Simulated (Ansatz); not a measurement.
# Bi2Se3: the cost of one run

Computed with Ansatz 0.2.0 (DFT PBE, scalar-relativistic, plane waves, PAW, unless a step's input says otherwise).

3 further runs of the same task are left out: 1 that didn't finish, 2 set aside as unsound or not needed. Runs told in other sessions of the task aren't counted.

## 1. The system as given

Symmetry: R-3m, No. 166, trigonal system. The conventional cell has a = 4.187 Å, b = 4.187 Å, c = 31.302 Å, α = 90.00°, β = 90.00°, γ = 120.00°. Bi (site symmetry 3m) is surrounded by 6 Se at 2.88 to 3.11 Å. Se (site symmetry -3m) has 6 Bi at 3.11 Å in its first shell of neighbours. Se (site symmetry 3m) has 3 Bi at 2.88 Å in its first shell of neighbours.

Coordinates:

```cif
data_structure
_symmetry_space_group_name_H-M 'P 1'
_symmetry_Int_Tables_number 1
_cell_length_a 10.7104
_cell_length_b 10.7104
_cell_length_c 10.7104
_cell_angle_alpha 22.545
_cell_angle_beta 22.545
_cell_angle_gamma 22.545
_cell_volume 158.44
loop_
_atom_site_label
_atom_site_type_symbol
_atom_site_fract_x
_atom_site_fract_y
_atom_site_fract_z
_atom_site_occupancy
Bi1 Bi 0.39559 0.39559 0.39559 1
Bi2 Bi 0.60441 0.60441 0.60441 1
Se1 Se 0.00000 0.00000 0.00000 1
Se2 Se 0.22103 0.22103 0.22103 1
Se3 Se 0.77897 0.77897 0.77897 1
```

This cell was relaxed beforehand with the same method: volume 31.69 Å³/atom, gap on the mesh 0.69 eV.

## 2. The reference cell

Reference values: F = -41202.2922 eV; pressure 0.00 GPa; largest force 0.000 eV/Å; gap on the mesh 0.69 eV. It was computed beforehand with the settings of the runs below.

## 3. Next: one atom moved over a plane

Atom 1 (Bi) is moved by p along (1.000, 0.000, 0.000) and q along (0.000, 1.000, 0.000) (Å), all else fixed; its images in the other cells move with it. Points alike by symmetry are run once.

## 4. At p = -0.600, q = -0.600

input.yaml

```yaml
crystal:
  lattice:
    - [2.0936564891, 1.2087731376, 10.4340296434]
    - [-2.0936564891, 1.2087731376, 10.4340296434]
    - [0.0, -2.4175462751, 10.4340296434]
  atoms:
    - { symbol: Bi, position: [0.1695756813, 0.4561556447, 0.5610511915] }
    - { symbol: Bi, position: [0.6044058275, 0.6044058275, 0.6044058275] }
    - { symbol: Se, position: [0.0, 0.0, 0.0] }
    - { symbol: Se, position: [0.2210304535, 0.2210304535, 0.2210304535] }
    - { symbol: Se, position: [0.7789695465, 0.7789695465, 0.7789695465] }
basis:
  ecutwfc: 420
kpoints:
  mp_grid: { grid: [6, 6, 6] }
hamiltonian:
  xc: pbe
scf:
  occupations: { method: gaussian, width: 0.05 }
output:
  forces: true
  stress: true
  eigenvalues: true
```

The run is started by

```bash
> ansatz run input.yaml --threads 2 --pin off --max-ram 5120MiB --backend cpu --events-out ev --progress --plain --runs-dir out
```

What time and memory should one allow on 2 threads of Intel Xeon 6975P-C (Granite Rapids), shared host?

About 18 s, with a peak of 0.84 GiB.
